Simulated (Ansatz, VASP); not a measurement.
Two plane-wave programs on Au

The input INCAR:

```
PREC = Accurate
ENCUT = 520
EDIFF = 1E-7
ISMEAR = 0
SIGMA = 0.15
LREAL = False
LASPH = True
NELM = 60
ALGO = Normal
ISIF = 2
LWAVE = False
LCHARG = False
GGA = PE
NBANDS = 12
```

The input KPOINTS:

```
regular mesh
0
Gamma
  20 20 20
```

Contents of POSCAR:

```
Au
1.0
   -1.6572690000      1.6572690000      1.6572690000
    1.6572690000     -1.6572690000      1.6572690000
    1.6572690000      1.6572690000     -1.6572690000
Au
1
Direct
    0.0000000000      0.0000000000      0.0000000000
```

Input for Ansatz:

```yaml
crystal:
  lattice:
    - [-1.657269, 1.657269, 1.657269]
    - [1.657269, -1.657269, 1.657269]
    - [1.657269, 1.657269, -1.657269]
  atoms:
    - { symbol: Au, position: [0.0, 0.0, 0.0] }
basis:
  ecutwfc: 420
kpoints:
  mp_grid: { grid: [20, 20, 20] }
hamiltonian:
  xc: pbe
scf:
  occupations: { method: gaussian, width: 0.15 }
output:
  forces: true
  stress: true
  eigenvalues: true
```

This isn't the form of Au at room conditions, which is fcc.

Alike in both runs: task single point; functional PBE; k mesh 20 × 20 × 20; occupations gaussian, width 0.15 eV; no spin polarisation.

|  | VASP | Ansatz |
| --- | --- | --- |
| version | VASP 6.6.1 | Ansatz 0.2.0 |
| potentials or method | VASP PAW PBE potentials, release 64 (Au) | scalar-relativistic, plane waves, PAW |
| plane-wave cutoff (eV) | 520 | 420 |
| valence electrons in the cell | 11 | 19 |

```csv
,VASP,Ansatz,Ansatz less VASP
gap on the k mesh at the Fermi level (eV),none,none,-
pressure (GPa),-1.7,-1.5,+0.21
```

A gap of «none» marks a metal or a gap that the smearing closes. With one functional, cell and mesh, what is left measures potentials, basis and numerics. The two sets of potentials don't hold the same shells in valence.

The runs have no spin-orbit coupling, so splittings on Au are missing.
